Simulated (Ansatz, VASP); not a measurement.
One calculation of CdSe, two programs

```
CELL_PARAMETERS angstrom
0.00000 2.87396 2.87396
2.87396 0.00000 2.87396
2.87396 2.87396 0.00000
ATOMIC_POSITIONS crystal
Cd 0.00000 0.00000 0.00000
Se 0.50000 0.50000 0.50000
```

Measurements of this composition are mostly on another form, of space group No. 186.

Alike in both runs: task single point; functional PBEsol; k mesh 11 × 11 × 11; occupations fermi-dirac, width 0.05 eV; no spin polarisation.

|  | VASP | Ansatz |
| --- | --- | --- |
| version | VASP 6.6.1 | Ansatz 0.2.0 |
| potentials or method | VASP PAW PBE potentials, release 64 (Cd, Se), cutoff 520 eV | all-electron LAPW, scalar-relativistic |

|  | VASP | Ansatz | Ansatz less VASP |
| --- | --- | --- | --- |
| pressure (GPa) | -3.5 | -3.9 | -0.34 |

Ansatz ran all-electron here, so the differences hold the error of VASP's frozen core and of both bases.

Caveats: the PAW data sets were made with another functional, which shifts forces and pressure a little (VASP).
